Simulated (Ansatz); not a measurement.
# How MgI$_{2}$ stores the work of compression

The calculation used DFT PBE, scalar-relativistic, plane waves, PAW (Ansatz 0.2.0). Run with 420 eV cutoff, 6×6×4 k-mesh, Gaussian smearing of 0.02 eV, no spin polarisation.

Reference structure (relaxed):

```
Mg I
1.0
     4.20763    0.00000    0.00000
    -2.10382    3.64392    0.00000
     0.00000    0.00000    7.87391
Mg I
1 2
Direct
  0.00000 0.00000 0.00000
  0.33333 0.66667 0.78755
  0.66667 0.33333 0.21245
```

Cell and atoms were relaxed at each target pressure within the start's symmetry (P-3m1), at zero temperature; other phases can be more stable under pressure. H = E + PV with P the target; E is the free energy at the smearing used, whose derivative the pressure is, per atom and counted from zero pressure. The mesh named is that at zero pressure; some other pressures ran on another.

Spin-orbit coupling is left out, which matters for the bands and energies of heavy elements.

```
P (GPa) V (Å³/atom) E − E0 (meV) H − H0 (meV)
      0       40.242           0.0           0.0
      1       34.677          11.1         227.5
      4       30.622          68.2         832.7
     12       26.194         274.3        2236.2
     25       22.753         657.1        4207.5
     50       19.345        1421.4        7458.4
     90       16.542        2608.8       11901.2
```

Thermodynamics gives dH/dP = V along a relaxed path. Integrate V over P by the trapezoid rule and compare with the computed enthalpies.

With 1 eV/Å³ = 160.22 GPa, each step adds the mean volume times ΔP / 160.22:
| P (GPa) | ∫V dP (meV) | H − H0 (meV) | difference (meV) |
| --- | --- | --- | --- |
| 1 | 233.8 | 227.5 | 6.3 |
| 4 | 845.1 | 832.7 | 12.4 |
| 12 | 2263.6 | 2236.2 | 27.4 |
| 25 | 4249.4 | 4207.5 | 41.9 |
| 50 | 7533.9 | 7458.4 | 75.4 |
| 90 | 12013.6 | 11901.2 | 112.5 |

V(P) curves upward, so the trapezoid rule runs high; integrating a smooth curve through the same points (P as a polynomial of degree 4 in ln V) puts that excess at about 112.1 meV at 90 GPa, against the 112.5 meV found.

At 90 GPa, how much of the enthalpy change is stored energy and how much is the PV term?

E rises by 2609 meV/atom and PV is 90 × 16.542 / 160.22 = 9292 meV/atom, so PV makes 78 % of ΔH. So between rival structures at high pressure a small difference in volume can outweigh the difference in energy: 1 % of this volume is worth 92.9 meV/atom at this pressure.

What bulk modulus do the lowest pressures give, and how is the compression shared among the axes?

From the pressures that the runs reached, 0.00 GPa (40.242 Å³) and 0.99 GPa (34.677 Å³), B = −ΔP/Δln V = 0.99 / 0.1488 = 7 GPa, a mean over that range. Where layers or molecules are held by dispersion forces, this functional describes the zero-pressure volume and B poorly. The linear compressibilities −Δln(length)/ΔP are 12.88 along a, 12.88 along b, 124.49 along c (in TPa⁻¹). With fixed angles they add up to 1/B: 150.25 against 150.26. Softest: c, at 83 % of the volume change per axis.

The gap is 3.627 eV at 0.00 GPa and 3.557 eV at 0.99 GPa. What pressure coefficient and volume deformation potential follow?

dE_g/dP = -71.2 meV/GPa, and a_V = dE_g/d ln V = −B dE_g/dP = 0.47 eV. A gap that closes or barely moves under pressure is usual where the conduction edge lies away from the zone centre, has d character, or where the bands broaden faster than they shift. The band edges lie at other k points in the two runs, so this is a mean over different edges. Gaps are Kohn–Sham gaps over the whole zone.